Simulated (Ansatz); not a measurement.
**LiF (Griceite) in Ansatz: the effect of functional**

Crystal: LiF (Griceite).

```
F Li
1.0
     0.00000    2.01400    2.01400
     2.01400    0.00000    2.01400
     2.01400    2.01400    0.00000
F Li
1 1
Direct
  0.50000 0.50000 0.50000
  0.00000 0.00000 0.00000
```

Alike in all runs:

```yaml
Program: Ansatz 0.2.0
Task: single point
Potentials_or_basis: all-electron PAW datasets made for the crystal
k_mesh: 8 × 8 × 8
Occupations: fermi-dirac, width 0.05 eV
Spin: no spin polarisation
```

Q: One run gave: gap on the mesh 11.37 eV; pressure -1.0 GPa. Which functional did it use?
A. PBE0
B. PBE
C. HSE06

A: C.

```csv
functional,cutoff,gap on the mesh (eV),pressure (GPa)
PBE,380 eV (chosen from the basis error),9.07,2.0
HSE06,430 eV (chosen from the basis error),11.37,-1.0
PBE0,430 eV (chosen from the basis error),12.13,-1.2
```

A k mesh can miss the band edges.

The runs don't all hold the same shells in valence.
